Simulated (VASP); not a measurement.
Here is the system:

```
BeO
1.0
    1.35000    -2.33827     0.00000
    1.35000     2.33827     0.00000
    0.00000     0.00000     4.38000
Be O
2 2
Direct
  0.66667   0.33333   0.50000
  0.33333   0.66667   0.00000
  0.66667   0.33333   0.87800
  0.33333   0.66667   0.37800
```

Calculation: G0W0 on PBE orbitals, VASP's PBE PAW potentials (set 64) (plane waves; VASP 6.6.1). Numerical set-up: PREC = Normal, 500 eV cut-off, 4×4×2 Γ-centred mesh, Gaussian smearing of 0.010 eV, potentials Be_sv_GW O_GW_new.

The mesh is coarse and the basis finite, so the quasiparticle values are not converged.

NBANDS = 128, ENCUTGW = 150 eV, NOMEGA = 64. The PBE levels (eV) that the step starts from are:

```json
[
 {"state": "k1 (0.00, 0.00, 0.00), band 7", "KS energy": "3.09", "filling": "2"},
 {"state": "k1 (0.00, 0.00, 0.00), band 8", "KS energy": "4.07", "filling": "2"},
 {"state": "k1 (0.00, 0.00, 0.00), band 9", "KS energy": "4.07", "filling": "2"},
 {"state": "k1 (0.00, 0.00, 0.00), band 10", "KS energy": "4.11", "filling": "2"},
 {"state": "k1 (0.00, 0.00, 0.00), band 11", "KS energy": "11.76", "filling": "0"},
 {"state": "k1 (0.00, 0.00, 0.00), band 12", "KS energy": "15.75", "filling": "0"},
 {"state": "k1 (0.00, 0.00, 0.00), band 13", "KS energy": "18.33", "filling": "0"},
 {"state": "k1 (0.00, 0.00, 0.00), band 14", "KS energy": "18.33", "filling": "0"},
 {"state": "k3 (0.50, 0.00, 0.00), band 7", "KS energy": "0.75", "filling": "2"},
 {"state": "k3 (0.50, 0.00, 0.00), band 8", "KS energy": "1.44", "filling": "2"},
 {"state": "k3 (0.50, 0.00, 0.00), band 9", "KS energy": "2.14", "filling": "2"},
 {"state": "k3 (0.50, 0.00, 0.00), band 10", "KS energy": "3.17", "filling": "2"},
 {"state": "k3 (0.50, 0.00, 0.00), band 11", "KS energy": "13.86", "filling": "0"},
 {"state": "k3 (0.50, 0.00, 0.00), band 12", "KS energy": "14.31", "filling": "0"},
 {"state": "k3 (0.50, 0.00, 0.00), band 13", "KS energy": "17.57", "filling": "0"},
 {"state": "k3 (0.50, 0.00, 0.00), band 14", "KS energy": "19.17", "filling": "0"},
 {"state": "k5 (0.00, 0.00, 0.50), band 7", "KS energy": "3.56", "filling": "2"},
 {"state": "k5 (0.00, 0.00, 0.50), band 8", "KS energy": "3.56", "filling": "2"},
 {"state": "k5 (0.00, 0.00, 0.50), band 9", "KS energy": "3.56", "filling": "2"},
 {"state": "k5 (0.00, 0.00, 0.50), band 10", "KS energy": "3.56", "filling": "2"},
 {"state": "k5 (0.00, 0.00, 0.50), band 11", "KS energy": "13.97", "filling": "0"},
 {"state": "k5 (0.00, 0.00, 0.50), band 12", "KS energy": "13.97", "filling": "0"},
 {"state": "k5 (0.00, 0.00, 0.50), band 13", "KS energy": "18.72", "filling": "0"},
 {"state": "k5 (0.00, 0.00, 0.50), band 14", "KS energy": "18.72", "filling": "0"}
]
```

**Question.** Give the quasiparticle energies and renormalisation factors Z.

**Answer.** 
```tsv
state	QP energy (eV)	Z
k1 (0.00, 0.00, 0.00), band 7	1.40	0.81
k1 (0.00, 0.00, 0.00), band 8	2.52	0.81
k1 (0.00, 0.00, 0.00), band 9	2.52	0.81
k1 (0.00, 0.00, 0.00), band 10	2.58	0.81
k1 (0.00, 0.00, 0.00), band 11	12.98	0.84
k1 (0.00, 0.00, 0.00), band 12	17.17	0.84
k1 (0.00, 0.00, 0.00), band 13	19.92	0.85
k1 (0.00, 0.00, 0.00), band 14	19.92	0.85
k3 (0.50, 0.00, 0.00), band 7	-1.28	0.80
k3 (0.50, 0.00, 0.00), band 8	-0.47	0.81
k3 (0.50, 0.00, 0.00), band 9	0.34	0.81
k3 (0.50, 0.00, 0.00), band 10	1.49	0.81
k3 (0.50, 0.00, 0.00), band 11	15.10	0.85
k3 (0.50, 0.00, 0.00), band 12	15.54	0.85
k3 (0.50, 0.00, 0.00), band 13	19.00	0.84
k3 (0.50, 0.00, 0.00), band 14	21.05	0.82
k5 (0.00, 0.00, 0.50), band 7	1.94	0.81
k5 (0.00, 0.00, 0.50), band 8	1.94	0.81
k5 (0.00, 0.00, 0.50), band 9	1.94	0.81
k5 (0.00, 0.00, 0.50), band 10	1.94	0.81
k5 (0.00, 0.00, 0.50), band 11	15.42	0.84
k5 (0.00, 0.00, 0.50), band 12	15.42	0.84
k5 (0.00, 0.00, 0.50), band 13	20.36	0.83
k5 (0.00, 0.00, 0.50), band 14	20.36	0.83
```
On the mesh the gap opens from 7.64 to 10.40 eV.

The compound is BeO in the wurtzite structure. The cell was not relaxed at this level. The k-mesh is coarse (spacing up to 0.72 per Å, 2π included), so the numbers may not be converged in it.
